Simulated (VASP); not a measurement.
These are LDA (Ceperley-Alder, Perdew-Zunger), VASP's LDA PAW potentials (set 64) (plane waves; VASP 6.6.1) values and carry that method's errors.

VASP ran on this input.

### INCAR
```
! general
SYSTEM   =  CsBr
PREC     =  Accurate
ENCUT    =  400
LREAL    =  F
LASPH    =  T

! electronic loop
EDIFF    =  1E-6
NELM     =  100
ALGO     =  Normal
LMAXMIX  =  4

! smearing
ISMEAR   =  0
SIGMA    =  0.05

! ions
IBRION   =  2
NSW      =  60
ISIF     =  3
EDIFFG   =  -0.01

! output
LWAVE    =  F
LCHARG   =  F
```

File KPOINTS:
```
Automatic mesh
0
Gamma
6 6 6
0 0 0
```

### POSCAR
```
CsBr
1.0
  4.3256200000   0.0000000000   0.0000000000
  0.0000000000   4.3256200000   0.0000000000
  0.0000000000   0.0000000000   4.3256200000
Cs Br
1 1
Direct
  0.0000000000   0.0000000000   0.0000000000
  0.5000000000   0.5000000000   0.5000000000
```

POTCAR, in this order: Cs_sv Br (LDA.64 set). Program: vasp_std.

Output of the run:

File OUTCAR:
```
 ion  position               nearest neighbor table
   1  0.000  0.000  0.000-
   2  0.500  0.500  0.500-
  LATTYP: Found a simple cubic cell.
 ALAT       =     4.3256200000
 Subroutine PRICEL returns:
 Original cell was already a primitive cell.
 Subroutine GETGRP returns: Found 48 space group operations
The static configuration has the point symmetry O_h .
The dynamic configuration has the point symmetry O_h .
 Subroutine INISYM returns: Found 48 space group operations
 Subroutine IBZKPT returns following result:
 Found     20 irreducible k-points:

 Following reciprocal coordinates:
            Coordinates               Weight
  0.000000  0.000000  0.000000      1.000000
  0.166667  0.000000  0.000000      6.000000
  0.333333  0.000000  0.000000      6.000000
  0.500000  0.000000  0.000000      3.000000
  0.166667  0.166667  0.000000     12.000000
  0.333333  0.166667  0.000000     24.000000
  0.500000  0.166667  0.000000     12.000000
  0.333333  0.333333  0.000000     12.000000
  0.500000  0.333333  0.000000     12.000000
  0.500000  0.500000  0.000000      3.000000
  0.166667  0.166667  0.166667      8.000000
  0.333333  0.166667  0.166667     24.000000
  0.500000  0.166667  0.166667     12.000000
  0.333333  0.333333  0.166667     24.000000
  0.500000  0.333333  0.166667     24.000000
  0.500000  0.500000  0.166667      6.000000
  0.333333  0.333333  0.333333      8.000000
  0.500000  0.333333  0.333333     12.000000
  0.500000  0.500000  0.333333      6.000000
  0.500000  0.500000  0.500000      1.000000
   k-points           NKPTS =     20   k-points in BZ     NKDIM =     20   number of bands    NBANDS=     12
   number of dos      NEDOS =    301   number of ions     NIONS =      2
   total plane-waves  NPLWV =  21952
   dimension x,y,z NGX =    28 NGY =   28 NGZ =   28
   dimension x,y,z NGXF=    56 NGYF=   56 NGZF=   56
   ions per type =               1   1
   PREC   = accura    normal or accurate (medium, high low for compatibility)
   ISTART =      0    job   : 0-new  1-cont  2-samecut
   ICHARG =      2    charge: 1-file 2-atom 10-const
   ISPIN  =      1    spin polarized calculation?
   LNONCOLLINEAR =      F non collinear calculations
   LSORBIT =      F    spin-orbit coupling
   INIWAV =      1    electr: 0-lowe 1-rand  2-diag
   ENCUT  =  400.0 eV  29.40 Ry    5.42 a.u.   7.05  7.05  7.05*2*pi/ulx,y,z
   NELM   =    100;   NELMIN=  2; NELMDL= -5     # of ELM steps
   EDIFF  = 0.1E-05   stopping-criterion for ELM
   LREAL  =      F    real-space projection
   NLSPLINE    = F    spline interpolate recip. space projectors
   LMAXMIX     =    4 max onsite mixed and CHGCAR
   VOSKOWN=      0    Vosko Wilk Nusair interpolation
   EDIFFG = -.1E-01   stopping-criterion for IOM
   NSW    =     60    number of steps for IOM
   NBLOCK =      1;   KBLOCK =     60    inner block; outer block
   IBRION =      2    ionic relax: 0-MD 1-quasi-New 2-CG
   NFREE  =      1    steps in history (QN), initial steepest desc. (CG)
   ISIF   =      3    stress and relaxation
   ISYM   =      2    0-nonsym 1-usesym 2-fastsym
   TEIN   =    0.0    initial temperature
   TEBEG  =    0.0;   TEEND  =   0.0 temperature during run
   SMASS  =  -3.00    Nose mass-parameter (am)
   PSTRESS=    0.0 pullay stress
   NELECT =      16.0000    total number of electrons
   EFERMI =   0.00;   METHOD = LEGACY
   ISMEAR =     0;   SIGMA  =   0.05  broadening in eV -4-tet -1-fermi 0-gaus
   IALGO  =     38    algorithm
   LDIAG  =      T    sub-space diagonalisation (order eigenvalues)
   IMIX   =      4    mixing-type and parameters
     AMIX     =   0.40;   BMIX     =  1.00
     AMIX_MAG =   1.60;   BMIX_MAG =  1.00
...
```

### OSZICAR
```
       N       E                     dE             d eps       ncg     rms          rms(c)
DAV:   1     0.840908495276E+02    0.84091E+02   -0.56765E+03   480   0.923E+02
DAV:   2    -0.117828332399E+01   -0.85269E+02   -0.80945E+02   736   0.165E+02
DAV:   3    -0.694527793230E+01   -0.57670E+01   -0.57535E+01   604   0.493E+01
DAV:   4    -0.699785127844E+01   -0.52573E-01   -0.52565E-01   556   0.573E+00
DAV:   5    -0.699829854384E+01   -0.44727E-03   -0.44722E-03   584   0.520E-01    0.170E+00
DAV:   6    -0.677479723890E+01    0.22350E+00   -0.33938E-01   524   0.290E+00    0.104E+00
DAV:   7    -0.673166246372E+01    0.43135E-01   -0.13513E-01   592   0.184E+00    0.513E-01
DAV:   8    -0.672830126489E+01    0.33612E-02   -0.78016E-03   580   0.575E-01    0.809E-02
DAV:   9    -0.672812764488E+01    0.17362E-03   -0.13415E-03   624   0.204E-01    0.684E-02
DAV:  10    -0.672812441119E+01    0.32337E-05   -0.95553E-05   564   0.685E-02    0.115E-02
DAV:  11    -0.672812695412E+01   -0.25429E-05   -0.14371E-05   584   0.210E-02    0.392E-03
DAV:  12    -0.672812676038E+01    0.19374E-06   -0.49235E-06   580   0.126E-02
   1 F= -.67281268E+01 E0= -.67281268E+01  d E =-.672813E+01
       N       E                     dE             d eps       ncg     rms          rms(c)
DAV:   1    -0.727141339711E+01   -0.54329E+00   -0.92461E+00   480   0.197E+01    0.324E+00
DAV:   2    -0.687023837000E+01    0.40118E+00   -0.61895E-01   488   0.458E+00    0.128E+00
DAV:   3    -0.678465003311E+01    0.85588E-01   -0.26814E-01   488   0.305E+00    0.504E-01
DAV:   4    -0.678141915402E+01    0.32309E-02   -0.82554E-03   512   0.606E-01    0.173E-01
DAV:   5    -0.678120532439E+01    0.21383E-03   -0.74856E-04   552   0.181E-01    0.811E-02
DAV:   6    -0.678118645975E+01    0.18865E-04   -0.56479E-05   540   0.511E-02    0.136E-02
DAV:   7    -0.678118522868E+01    0.12311E-05   -0.55703E-06   552   0.134E-02    0.475E-03
DAV:   8    -0.678118494203E+01    0.28665E-06   -0.46689E-07   280   0.563E-03
   2 F= -.67811849E+01 E0= -.67811849E+01  d E =-.530582E-01
       N       E                     dE             d eps       ncg     rms          rms(c)
DAV:   1    -0.703893549484E+01   -0.25775E+00   -0.46205E+00   480   0.139E+01    0.227E+00
DAV:   2    -0.684018819005E+01    0.19875E+00   -0.30113E-01   488   0.324E+00    0.910E-01
DAV:   3    -0.679652921544E+01    0.43659E-01   -0.13753E-01   480   0.220E+00    0.351E-01
DAV:   4    -0.679504150789E+01    0.14877E-02   -0.39493E-03   508   0.425E-01    0.121E-01
DAV:   5    -0.679494005223E+01    0.10146E-03   -0.40949E-04   560   0.134E-01    0.573E-02
DAV:   6    -0.679492877559E+01    0.11277E-04   -0.32224E-05   516   0.382E-02    0.982E-03
DAV:   7    -0.679492828752E+01    0.48807E-06   -0.25683E-06   496   0.942E-03
   3 F= -.67949283E+01 E0= -.67949283E+01  d E =-.668015E-01
       N       E                     dE             d eps       ncg     rms          rms(c)
DAV:   1    -0.679707967238E+01   -0.21509E-02   -0.38709E-02   484   0.126E+00    0.206E-01
DAV:   2    -0.679541171211E+01    0.16680E-02   -0.25495E-03   492   0.299E-01    0.832E-02
DAV:   3    -0.679504203088E+01    0.36968E-03   -0.11589E-03   484   0.202E-01    0.322E-02
DAV:   4    -0.679502965769E+01    0.12373E-04   -0.33646E-05   520   0.391E-02    0.110E-02
DAV:   5    -0.679502885054E+01    0.80715E-06   -0.36481E-06   540   0.124E-02
   4 F= -.67950289E+01 E0= -.67950289E+01  d E =-.669021E-01
```

OUTCAR:
```
------------------------ aborting loop because EDIFF is reached ----------------------------------------
  FORCE on cell =-STRESS in cart. coord.  units (eV):
  Direction    XX          YY          ZZ          XY          YZ          ZX
  --------------------------------------------------------------------------------------
  Total        0.0068850      0.0068850      0.0068850      0.0000000     -0.0000000     -0.0000000
  in kB        0.1548386      0.1548386      0.1548386      0.0000000     -0.0000000     -0.0000000
  external PRESSURE =       0.1548386 kB  Pullay stress =       0.0000000 kB
  volume of cell :       71.24
      direct lattice vectors                 reciprocal lattice vectors
     4.145520249  0.000000000 -0.000000000     0.241224247  0.000000000  0.000000000
     0.000000000  4.145520249 -0.000000000     0.000000000  0.241224247  0.000000000
    -0.000000000 -0.000000000  4.145520249     0.000000000  0.000000000  0.241224247
 POSITION                                       TOTAL-FORCE (eV/Angst)
 -----------------------------------------------------------------------------------
      0.00000      0.00000      0.00000         0.000000      0.000000      0.000000
      2.07276      2.07276      2.07276        -0.000000     -0.000000      0.000000
 -----------------------------------------------------------------------------------
    total drift:                                0.000000      0.000000      0.000000
  FREE ENERGIE OF THE ION-ELECTRON SYSTEM (eV)
  ---------------------------------------------------
  free  energy   TOTEN  =        -6.7950288505 eV

  energy  without entropy=       -6.7950288505  energy(sigma->0) =       -6.79502885

 reached required accuracy - stopping structural energy minimisation
```
(Selected blocks of OUTCAR.)

### CONTCAR
```
CsBr
   1.00000000000000
     4.1455202491305254    0.0000000000000000   -0.0000000000000000
     0.0000000000000000    4.1455202491305245   -0.0000000000000000
    -0.0000000000000000   -0.0000000000000000    4.1455202491305245
  Cs              Br
     1     1
Direct
     0.0000000000000000    0.0000000000000000    0.0000000000000000
     0.5000000000000000    0.5000000000000000    0.5000000000000000
```

Energy and stress use the plane-wave basis of the starting cell.

The structure comes from a computed database's CsBr entry (Pm-3m); how it stands against other phases isn't given here. This run relaxes it. Symmetry was kept, so distortions that lower it aren't found.
